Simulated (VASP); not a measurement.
The system is Cu2O (Cuprite).

```
Cu O
1.0
     4.26000    0.00000    0.00000
     0.00000    4.26000    0.00000
     0.00000    0.00000    4.26000
Cu O
4 2
Direct
  0.75000 0.25000 0.75000
  0.75000 0.75000 0.25000
  0.25000 0.75000 0.75000
  0.25000 0.25000 0.25000
  0.50000 0.50000 0.50000
  0.00000 0.00000 0.00000
```

Base run:

```yaml
Program: VASP 6.6.1
Functional: r2SCAN
Potentials_or_basis: VASP PAW PBE potentials, release 64 (Cu, O)
Cutoff: 520 eV
k_mesh: 6 × 6 × 6
Occupations: fermi-dirac, width 0.05 eV
Spin: no spin polarisation
```

Its results: band gap on the k mesh 0.77 eV, direct; pressure -0.1 GPa.

Task: After a change of settings the same cell gave: band gap on the k mesh 0.54 eV, direct; pressure 3.9 GPa. Which change was it?
A. functional from r2SCAN to PBE; cutoff from 520 eV to 500 eV
B. functional from r2SCAN to rSCAN; further incar settings from ALGO = Normal; EDIFF = 1e-07; NBANDS = 37 to ALGO = Normal; EDIFF = 1e-06
C. functional from r2SCAN to TPSS; further incar settings from ALGO = Normal; EDIFF = 1e-07; NBANDS = 37 to ALGO = Normal; EDIFF = 1e-06
D. functional from r2SCAN to SCAN; further incar settings from ALGO = Normal; EDIFF = 1e-07; NBANDS = 37 to ALGO = Normal; EDIFF = 1e-06

Result: A.

r2SCAN gives the wider gap, since meta-GGAs in the generalised Kohn-Sham scheme recover part of the derivative discontinuity.

Caveats: the PAW data sets were made with another functional, which shifts forces and pressure a little (some runs).
